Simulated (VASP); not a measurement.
## A VASP 6.6.1 single-point calculation on Si

INCAR

```
ENCUT = 520
NBANDS = 16
NELM = 120
EDIFF = 1E-7
GGA = PE
NSW = 0
ISPIN = 2
LCHARG = .FALSE.
IBRION = -1
MAGMOM = 3 3 3 -3
PREC = Accurate
LREAL = .FALSE.
SIGMA = 0.02
ISMEAR = -1
LWAVE = .FALSE.
LASPH = .TRUE.
ISIF = 2
```

KPOINTS

```
KPOINTS created by Atomic Simulation Environment
0
Gamma
12 12 4
0 0 0
```

POSCAR

```
Si
 1.0000000000000000
     3.8321295590073570    0.0000000000000000    0.0000000000000000
    -1.9160647795036785    3.3187215486936292    0.0000000000000000
     0.0000000000000000    0.0000000000000000    6.0875681860000004
 Si
   4
Cartesian
 -0.0000000000000000  2.2124810324624193 -0.0138384338235808
  1.9160647795036783  1.1062405162312097  3.0299456591764198
 -0.0000000000000000  2.2124810324624193  2.2966765035735808
  1.9160647795036783  1.1062405162312097  5.3404605965735810
```

The recommended PBE PAW datasets give the neutral cell 16 valence electrons.

Command

```
mpirun -np 1 vasp_std
```

OSZICAR

```
N       E                     dE             d eps       ncg     rms          rms(c)
DAV:   1     0.319924581198E+02    0.31992E+02   -0.61920E+03  4416   0.801E+02
DAV:   2    -0.143109526184E+02   -0.46303E+02   -0.42456E+02  5904   0.123E+02
DAV:   3    -0.161517399516E+02   -0.18408E+01   -0.18237E+01  6080   0.230E+01
DAV:   4    -0.161722331030E+02   -0.20493E-01   -0.20488E-01  5464   0.313E+00
DAV:   5    -0.161725873940E+02   -0.35429E-03   -0.35426E-03  6112   0.388E-01    0.129E+01
DAV:   6    -0.209378861043E+02   -0.47653E+01   -0.42977E+00  5752   0.121E+01    0.653E+00
DAV:   7    -0.215579888677E+02   -0.62010E+00   -0.93426E-01  6016   0.528E+00    0.380E+00
DAV:   8    -0.215319403776E+02    0.26048E-01   -0.11866E-01  6048   0.196E+00    0.139E+00
DAV:   9    -0.215359276854E+02   -0.39873E-02   -0.34866E-02  5360   0.104E+00    0.395E-01
DAV:  10    -0.215397594945E+02   -0.38318E-02   -0.60549E-03  5568   0.487E-01    0.144E-01
DAV:  11    -0.215402451622E+02   -0.48567E-03   -0.52586E-04  5832   0.130E-01    0.744E-02
DAV:  12    -0.215404064892E+02   -0.16133E-03   -0.11462E-04  5256   0.626E-02    0.400E-02
DAV:  13    -0.215404873044E+02   -0.80815E-04   -0.81473E-05  5192   0.515E-02    0.138E-02
DAV:  14    -0.215404974192E+02   -0.10115E-04   -0.10078E-05  5832   0.196E-02    0.678E-03
DAV:  15    -0.215404992947E+02   -0.18755E-05   -0.22026E-06  5576   0.828E-03    0.246E-03
DAV:  16    -0.215404997238E+02   -0.42918E-06   -0.43977E-07  5720   0.381E-03    0.105E-03
DAV:  17    -0.215404997780E+02   -0.54149E-07   -0.55315E-08  3896   0.149E-03
   1 F= -.21540500E+02 E0= -.21540492E+02  d E =-.159280E-04  mag=    -0.0000
```

Standard output (part)

```
POSCAR found type information on POSCAR Si
 POSCAR found :  1 types and       4 ions
 LDA part: xc-table for (Slater+PW92), standard interpolation
 POSCAR, INCAR and KPOINTS ok, starting setup
 WAVECAR not read
 entering main loop
```

It converged. Results: pressure 5.5 GPa; largest force 0.03 eV/Å; magnetic moment of the cell 0.00 μB.

For comparison, a separate PBE run of the intended cell, on usual settings and not on those above, gives a gap of 0.19 eV on its mesh and a pressure of 5.5 GPa.

The run above took about 2.5 min on one core of a shared host (Intel Xeon Platinum 8488C) and held 0.28 GiB at most.
